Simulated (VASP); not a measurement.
# Si (a cell with a defect): relaxation of the atoms with PBE

The system is Si (a cell with a defect).

```
CELL_PARAMETERS angstrom
0.00000 5.43000 5.43000
5.43000 0.00000 5.43000
5.43000 5.43000 0.00000
ATOMIC_POSITIONS crystal
Si 0.00000 0.00000 0.00000
Si 0.12500 0.12500 0.12500
Si 0.00000 0.00000 0.50000
Si 0.12500 0.12500 0.62500
Si 0.00000 0.50000 0.00000
Si 0.12500 0.62500 0.12500
Si 0.00000 0.50000 0.50000
Si 0.12500 0.62500 0.62500
Si 0.50000 0.00000 0.00000
Si 0.62500 0.12500 0.12500
Si 0.50000 0.00000 0.50000
Si 0.62500 0.12500 0.62500
Si 0.50000 0.50000 0.00000
Si 0.62500 0.62500 0.12500
Si 0.50000 0.50000 0.50000
Si 0.62500 0.62500 0.62500
Si 0.87879 0.37080 0.37700
```

The cell was built by a generator and needn't be a form met in nature.

```
Program                : VASP 6.6.1
Task                   : relaxation of the atoms
Functional             : PBE
Potentials or basis    : VASP PAW PBE potentials, release 64 (Si)
Cutoff                 : 520 eV
k mesh                 : 2 × 2 × 2
Occupations            : fermi-dirac, width 0.05 eV
Spin                   : no spin polarisation
Dipole correction      : no
Further INCAR settings : LREAL = Auto; ALGO = Fast; EDIFF = 1e-07; IBRION = 2; EDIFFG = -0.03; NSW = 80
```

```json
{"Energy gained by relaxing": "7.4 meV/atom", "Ionic steps": "6", "Pressure after relaxing": "5.3 GPa", "Largest force after relaxing": "0.023 eV/Å", "Band gap on the k mesh": "none (metal or under the smearing width)"}
```

Forces in eV/Å, atoms in the order of the input:
```
Si  -0.004  0.001  0.005
Si   0.001  0.005 -0.006
Si   0.001  0.004  0.003
Si  -0.002 -0.002 -0.002
Si  -0.006  0.004  0.003
Si   0.004  0.002  0.000
Si  -0.003  0.007 -0.001
Si   0.003 -0.008  0.000
Si   0.001 -0.003 -0.001
Si   0.000  0.000  0.000
Si   0.004  0.000 -0.004
Si  -0.007  0.006  0.000
Si   0.000 -0.001 -0.001
Si  -0.001  0.000  0.002
Si   0.001  0.003 -0.003
Si   0.000  0.004  0.005
Si   0.008 -0.022  0.001
```

Step by step:
```csv
step,energy change (eV),largest force (eV/Å),pressure (GPa)
1,0.0000,1.0344,5.82
2,-0.1219,0.1190,5.34
3,-0.1229,0.1402,5.30
4,-0.1251,0.0508,5.31
5,-0.1252,0.0608,5.31
6,-0.1256,0.0235,5.32
```

Final structure:
```yaml
crystal:
  lattice:
    - [0.00000, 5.43000, 5.43000]
    - [5.43000, 0.00000, 5.43000]
    - [5.43000, 5.43000, 0.00000]
  atoms:
    - { symbol: Si, position: [0.99838, 0.00047, 0.00062] }
    - { symbol: Si, position: [0.12805, 0.12189, 0.12205] }
    - { symbol: Si, position: [0.00247, 0.99242, 0.50251] }
    - { symbol: Si, position: [0.12809, 0.12188, 0.62807] }
    - { symbol: Si, position: [0.00198, 0.50210, 0.99386] }
    - { symbol: Si, position: [0.12804, 0.62797, 0.12204] }
    - { symbol: Si, position: [0.00226, 0.50242, 0.50230] }
    - { symbol: Si, position: [0.12590, 0.62400, 0.62548] }
    - { symbol: Si, position: [0.50059, 0.00040, 0.00054] }
    - { symbol: Si, position: [0.62497, 0.12503, 0.12498] }
    - { symbol: Si, position: [0.50064, 0.00044, 0.49841] }
    - { symbol: Si, position: [0.62209, 0.12190, 0.62802] }
    - { symbol: Si, position: [0.50055, 0.49852, 0.00050] }
    - { symbol: Si, position: [0.62209, 0.62792, 0.12204] }
    - { symbol: Si, position: [0.49427, 0.50195, 0.50187] }
    - { symbol: Si, position: [0.62208, 0.62795, 0.62800] }
    - { symbol: Si, position: [0.87634, 0.37354, 0.37570] }
```

Levels at points of the mesh, in eV from the Fermi level:
```tsv
k point	band 31	band 32	band 33	band 34	band 35	band 36	band 37	band 38
(0.00, 0.00, 0.00)	-0.79	-0.79	-0.79	-0.21	-0.21	-0.20	0.11	0.11
(0.50, 0.00, 0.00)	-1.54	-1.40	-1.40	-0.31	0.56	0.57	0.93	0.93
(0.00, 0.50, 0.00)	-1.55	-1.40	-1.40	-0.31	0.56	0.57	0.92	0.93
(0.00, 0.00, 0.50)	-1.54	-1.40	-1.40	-0.31	0.56	0.57	0.93	0.93
(0.50, 0.50, 0.50)	-1.54	-1.40	-1.40	-0.31	0.56	0.57	0.93	0.93
(0.50, 0.50, 0.00)	-1.99	-1.86	-0.96	0.05	0.74	1.06	1.06	1.18
(0.00, 0.50, 0.50)	-1.99	-1.86	-0.96	0.05	0.74	1.06	1.06	1.18
(0.50, 0.00, 0.50)	-1.99	-1.86	-0.96	0.05	0.74	1.05	1.06	1.18
```

Wall time 22 min on 1 thread of Intel(R) Xeon(R) Platinum 8488C (Sapphire Rapids) (shared host), peak memory 0.52 GiB.

Caveat: the k mesh is coarse (spacing up to 0.50 Å⁻¹), so the values aren't converged.
